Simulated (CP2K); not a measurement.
# Ga in CP2K: the effect of functional

The system is Ga.

```
Ga
1.0
     3.02901    0.00000    0.00000
     0.49806    2.98778    0.00000
    -1.76353   -1.49389    1.95784
Ga
1
Cartesian
  0.0000 0.0000 0.0000
```

This isn't the form of Ga at room conditions, which is orthorhombic.

Alike in all runs:

```yaml
Program: CP2K 2026.2
Task: atomic charges
Potentials_or_basis: POTENTIAL_UZH Ga GTH-PBE-q13; TZVP-MOLOPT-PBE-GTH basis
Density_cutoff: 9184 eV
k_mesh: 13 × 13 × 13
Occupations: fermi-dirac, width 0.05 eV
Spin: no spin polarisation
```

```tsv
functional	pressure (GPa)
PBE	4.3
LDA	?
PBEsol	0.4
rev-vdW-DF2	4.0
revPBE	5.5
WC	1.1
HLE17	-2.6
```

Question: What does the run with functional LDA give?

Answer: Pressure -1.2 GPa.

Caveats: the basis of atomic orbitals isn't converged, which shifts pressures, moduli and gaps; the potentials were made for another functional, which shifts forces and pressure (some runs); the potentials were made for a functional far from this one (some runs).
